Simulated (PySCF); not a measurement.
First hyperpolarisability: propylamine (CCCN, C3H9N)

Geometry:
```
atom   x (Å)   y (Å)   z (Å)
  C1  -1.747   0.008  -0.416
  C2  -0.395  -0.457   0.096
  C3   0.759   0.304  -0.527
  N4   2.033  -0.193  -0.033
  H5  -1.907   1.069  -0.205
  H6  -2.563  -0.549   0.048
  H7  -1.827  -0.128  -1.498
  H8  -0.353  -0.334   1.185
  H9  -0.256  -1.525  -0.098
 H10   0.739   0.158  -1.613
 H11   0.604   1.382  -0.354
 H12   2.106  -0.037   0.966
 H13   2.803   0.303  -0.463
```

Method used: quadratic response CAM-B3LYP/def2-TZVPD first hyperpolarisability, Taylor convention, gas phase in PySCF 2.14.0. Geometry: PBE0-D3(BJ)/def2-TZVP.

(1) Give β for the processes computed.

(2) Which lowest excitations, dipole and polarisabilities go with it?

Answers

(1) In au, Taylor convention; the vector part is βᵢ = ⅓ Σⱼ (βᵢⱼⱼ + βⱼᵢⱼ + βⱼⱼᵢ); β∥ is 3/5 of the vector part along the dipole, the dipole points from − to +:
| process | λ (nm) | β vector norm | β∥ | β HRS | depolarisation ratio |
| --- | --- | --- | --- | --- | --- |
| static β(0;0,0) | ∞ | 38.6 | -16.1 | 16.6 | 4.45 |
| second harmonic β(−2ω;ω,ω) | 1907 | 39.5 | -16.6 | 17.1 | 4.33 |
| Pockels β(−ω;ω,0) | 1907 | 38.9 | -16.3 | – | – |
| second harmonic β(−2ω;ω,ω) | 1064 | 41.6 | -17.9 | 18.4 | 4.03 |
| Pockels β(−ω;ω,0) | 1064 | 39.6 | -16.7 | – | – |

(2) S1 5.96 eV (f = 0.013); S2 7.02 eV (f = 0.016); S3 7.10 eV (f = 0.012); dipole 1.24 D; isotropic α 49.5 au static, 49.6 au at 1907 nm, 49.9 au at 1064 nm, 50.0 au at 953.5 nm, 51.0 au at 532 nm.
